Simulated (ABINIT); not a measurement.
The system is SrO.

```
Sr O
1.0
     0.00000    2.56630    2.56630
     2.56630    0.00000    2.56630
     2.56630    2.56630    0.00000
Sr O
1 1
Direct
  0.50000 0.50000 0.50000
  0.00000 0.00000 0.00000
```

Base run:

| Property | Result |
| --- | --- |
| Program | ABINIT 10.8.3 (patched build) |
| Functional | WC |
| Potentials or basis | JTH PAW PBE v2.0 |
| Cutoff | 626 eV |
| k mesh | 9 × 9 × 9 |
| Occupations | fermi-dirac, width 0.05 eV |
| Spin | no spin polarisation |

Its results: band gap on the k mesh 3.27 eV, indirect (least direct gap 3.35 eV); pressure -0.9 GPa.

Question: The run is repeated on the same cell with these changes: functional from WC to PW91. What comes out?

Answer: Band gap on the k mesh 3.38 eV, indirect (least direct gap 3.46 eV); pressure 2.5 GPa.

PW91 binds less tightly than WC, so the same cell stands under more pressure.

Caveats: the PAW data sets were made with another functional, which shifts forces and pressure a little.

A k mesh can miss the band edges.
